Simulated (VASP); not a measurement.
A run of VASP 6.6.1:

The input INCAR:

```
SYSTEM = AlGa3N4
ALGO = Normal ; EDIFF = 1E-5
ENCUT = 520 ; GGA = PS
IBRION = 0 ; ISIF = 2
ISMEAR = -1 ; ISYM = 0
LANGEVIN_GAMMA = 5 5 5 ; LASPH = .True.
LCHARG = .True. ; LREAL = Auto
LWAVE = .False. ; MDALGO = 3
NBANDS = 76 ; NELM = 100
NELMIN = 4 ; NSW = 40
POTIM = 2.0 ; PREC = Accurate
RANDOM_SEED = 87140 0 0 ; SIGMA = 0.2361
TEBEG = 2740.0 ; TEEND = 2740.0
```

Contents of KPOINTS:

```
k-points
0
Gamma
  1 1 1
  0 0 0
```

The input POSCAR:

```
AlGa3N4
1.0
    5.8442820000      0.0295190000      0.0072460000
    0.0295190000      5.8328170000      0.1297100000
    0.0072460000      0.1297100000      5.8621710000
Al Ga N
2 6 8
Direct
    0.8245953362      0.3832075220      0.5210946298
    0.1226351662      0.0945874293      0.3310687632
    0.3910224984      0.2235335524      0.8349756356
    0.5858174904      0.9813192226      0.3962893074
    0.2731937975      0.7648899242      0.7311777586
    0.8903013809      0.0595624556      0.9876830281
    0.3738794249      0.5246711397      0.2288497635
    0.9453946283      0.5780451525      0.0526439125
    0.6939403495      0.6924552846      0.9002542734
    0.3366245505      0.9510541098      0.5344335186
    0.9016495673      0.8960390483      0.2687626670
    0.2137442182      0.1721713944      0.0509779540
    0.7093704242      0.1913298490      0.7843557074
    0.5157131675      0.7222121445      0.0141730433
    0.1845285480      0.4280541723      0.5464874786
    0.7260659081      0.3799416234      0.2770006499
```

Potentials or basis: VASP PAW PBE potentials, release 64 (Al, Ga_d, N).

Run with:

```console
$ cat potpaw_PBE.64/Al/POTCAR potpaw_PBE.64/Ga_d/POTCAR potpaw_PBE.64/N/POTCAR > POTCAR
$ mpirun -np 1 vasp_gam > vasp.out
```

Hardware: 1 thread of Intel(R) Xeon(R) Platinum 8559C (Emerald Rapids), with other jobs on the host.

**Question.** Estimate the wall time of this run.

**Answer.** Wall time 14 min on 1 thread of Intel(R) Xeon(R) Platinum 8559C (Emerald Rapids) (shared host), peak memory 0.34 GiB. Counts: scf iterations 326, k points 1, ion steps 40.
